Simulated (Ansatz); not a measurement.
**CuO (Cc)**

Computed with Ansatz (plane waves, PAW): PBEsol+U, U = 6.0 eV, J = 0.7 eV (Liechtenstein form) on Cu d, fully localised double counting, collinear spin, scalar-relativistic, 420 eV, PAW set soft_2 (made for PBE), 7×7×4 mesh, Gaussian smearing of 0.05 eV.

```
Cu O
1.0
     2.34465   -1.71340    0.00000
     2.34465    1.71340    0.00000
    -0.86055    0.00000    5.05944
Cu O
2 2
Direct
  0.00320 0.49680 0.00000
  0.49680 0.00320 0.50000
  0.57140 0.40560 0.25370
  0.40560 0.57140 0.75370
```

The structure is that of a cell as deposited in COD, unrelaxed.

Cell and atoms stay fixed. Atoms count from 1 in the text and from 0 in parts of the program's output.

Two runs on this cell converged from different starts. The ends of their outputs, energies left out (λ are the eigenvalues of a shell's occupation matrix):

Run A:

```
Magnetization:  0.0000 μB (25.0000 up, 25.0000 down)
Absolute magnetization: 1.4538 μB (∫|ρ↑−ρ↓|, with the PAW one-centre terms)
Per-site moments (μB) at R_I (Å): [(-0.54485, 0.78680), (0.54484, 0.78680), (0.00438, 0.78680), (-0.00437, 0.78680)]
Fermi energy:    11.608346 eV
--- Forces (eV/Å), atoms counted from 1 ---
  atom   1  Cu    -0.66718428     0.31679951     0.30201150
  atom   2  Cu    -0.66716350    -0.31681939     0.30192900
  atom   3  O      0.66716824     0.15732975    -0.30199293
  atom   4  O      0.66717841    -0.15730265    -0.30194549
--- Stress (GPa, compression-positive) ---
       -0.900701       0.000141      -0.902931
        0.000147       0.386945       0.000134
       -0.902963       0.000116      -0.241204
  P = ⅓ Tr σ = -0.2517 GPa (-2.517 kbar)
--- Löwdin populations: 4 sites ---
  site symbol       q [e]    m [muB]
     0     Cu     17.9655    -0.4970
     1     Cu     17.9656     0.4970
     2      O      6.9181     0.0091
     3      O      6.9181    -0.0091
--- Occupation matrices: 2 shells (run DFT+U table (all-electron-ortho-atomic); ε = 4.69e-3) ---
  Cu0 d_3D up     Tr n = 4.4380  λ = 0.463 0.980 0.998 0.998 0.999
  Cu0 d_3D dn     Tr n = 4.9521  λ = 0.980 0.983 0.995 0.996 0.997
  Cu1 d_3D up     Tr n = 4.9521  λ = 0.980 0.983 0.995 0.996 0.997
  Cu1 d_3D dn     Tr n = 4.4380  λ = 0.463 0.980 0.998 0.998 0.999
```

Run B:

```
Magnetization: 1.9697 μB (25.9849 up, 24.0151 down)
Absolute magnetization: 2.0162 μB (∫|ρ↑−ρ↓|, with the PAW one-centre terms)
Per-site moments (μB) at R_I (Å): [(0.61909, 0.78680), (0.61909, 0.78680), (0.32851, 0.78680), (0.32851, 0.78680)]
Entropy (-TS):   -0.000556 eV (-0.139 meV/atom)
Fermi energy:    11.576148 eV
--- Forces (eV/Å), atoms counted from 1 ---
  atom   1  Cu    -0.71436839     0.30851422     0.30419816
  atom   2  Cu    -0.71436072    -0.30851879     0.30414838
  atom   3  O      0.71436853     0.17310097    -0.30415889
  atom   4  O      0.71436271    -0.17309590    -0.30418912
--- Stress (GPa, compression-positive) ---
       -0.346751      -0.000055      -0.156728
       -0.000046       1.425166       0.000091
       -0.156723      -0.000040       0.516988
  P = ⅓ Tr σ = 0.5318 GPa (5.318 kbar)
--- Löwdin populations: 4 sites ---
  site symbol       q [e]    m [muB]
     0     Cu     17.9486     0.5539
     1     Cu     17.9486     0.5539
     2      O      6.9319     0.4254
     3      O      6.9319     0.4254
--- Occupation matrices: 2 shells (run DFT+U table (all-electron-ortho-atomic); ε = 6.32e-3) ---
  Cu0 d_3D up     Tr n = 4.9701  λ = 0.983 0.992 0.998 0.998 0.999
  Cu0 d_3D dn     Tr n = 4.3992  λ = 0.435 0.978 0.995 0.996 0.996
  Cu1 d_3D up     Tr n = 4.9701  λ = 0.983 0.992 0.998 0.998 0.999
  Cu1 d_3D dn     Tr n = 4.3992  λ = 0.435 0.978 0.995 0.996 0.996
```

Which run lies higher in energy, by how much, and why?

Run B, by 34.9 meV/atom. Run B has no gap on the mesh (a metal); run A has a gap of 0.47 eV. Flag on run B: mesh too coarse for this metal. Flag on run A: starting pattern of moments not kept. They differ in magnetic order (signs of the magnetic ions' moments, up to an overall flip, +− in run A, ++ in run B). The Hubbard term of the energy is 1.70 eV per cell in run A and 1.64 eV in run B. Of the difference of 0.14 eV per cell, the Hubbard term gives -0.06 eV and all other terms 0.20 eV, so the other terms decide the order against the Hubbard term. The other terms are taken on each state's own density, so they aren't the result of a run without U.

In the lower state the fixed cell carries forces up to 0.80 eV/Å; relaxing would change energies and could change the order of close states.

Run B started from: random orbitals: single harmonics, high spin, moments Cu1 1.00; Cu2 1.00 μB, occupations held until the density converged. Run A started from: random orbitals: random mixtures, high spin, moments Cu1 1.00; Cu2 1.00 μB, occupations held until the density converged. At this level the cell was started in 11 ways. Run A holds the lowest state found for this cell, which doesn't make it the ground state. For metallic states the mesh is coarse, so energy differences carry some meV/atom. U is one value of a scan, not fitted to this compound, so the states needn't resemble the real material's. Where a metal has almost no states within the smearing of the Fermi level on this mesh, its moment and stress follow whole counts of k-points and would move on a finer mesh. Gaps are Kohn–Sham gaps over the k-mesh alone and may be smaller between its points.
